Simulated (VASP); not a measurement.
## Bi: single point with LDA

The system is Bi.

```xyz
1
Lattice="3.4319 0.0000 0.0000 -1.1440 3.2357 0.0000 -1.1440 -1.6178 2.8022" Properties=species:S:1:pos:R:3 pbc="T T T"
Bi    0.0000    0.0000    0.0000
```

This isn't the form of Bi at room conditions, which is rhombohedral.

```yaml
Program: VASP 6.6.1
Task: single point
Functional: LDA
Potentials_or_basis: VASP PAW LDA potentials, release 64 (Bi)
Cutoff: 500 eV
k_mesh: 9 × 9 × 9
Occupations: gaussian, width 0.05 eV
Spin: no spin polarisation
Further_INCAR_settings: ALGO = Fast; EDIFF = 1.00e-06
```

The pressure is -3.3 GPa. The band gap on the k mesh is none (metal or under the smearing width).

Levels at points of the mesh, in eV from the Fermi level:
| k point | band 1 | band 2 | band 3 | band 4 | band 5 |
| --- | --- | --- | --- | --- | --- |
| (0.00, 0.00, 0.00) | -13.53 | 5.05 | 5.05 | 5.05 | 9.23 |

Run time: 7.4 s on 1 thread of Intel(R) Xeon(R) 6975P-C (Granite Rapids) (shared host), peak memory 0.14 GiB.

Caveat: spin-orbit coupling is left out, which moves the levels of the heavy elements.
